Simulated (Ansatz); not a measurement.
# Tl in Ansatz: the effect of functional

Crystal: Tl.

```xyz
1
Lattice="-1.9560 1.9560 1.9560 1.9560 -1.9560 1.9560 1.9560 1.9560 -1.9560" Properties=species:S:1:pos:R:3 pbc="T T T"
Tl    0.0000    0.0000    0.0000
```

This isn't the form of Tl at room conditions, which is hcp.

Alike in all runs:

| Property | Result |
| --- | --- |
| Program | Ansatz 0.2.0 |
| Task | band structure |
| Potentials or basis | Ansatz PAW |
| k mesh | 6 × 6 × 6 |
| Occupations | fermi-dirac, width 0.05 eV |
| Spin | no spin polarisation |

One run gave: pressure -3.0 GPa. Which functional did it use?
A. LDA
B. r2SCAN
C. PBEsol

A.

| functional | cutoff | pressure (GPa) |
| --- | --- | --- |
| PBEsol | 420 eV | -1.4 |
| LDA | 420 eV | -3.0 |
| r2SCAN | 500 eV | 0.3 |

Caveats: all runs use coarse meshes; the PAW data sets come from PBE, with cores solved anew for the run's functional, which leaves a small shift of forces and pressure.

Not every run made on this cell is shown here.
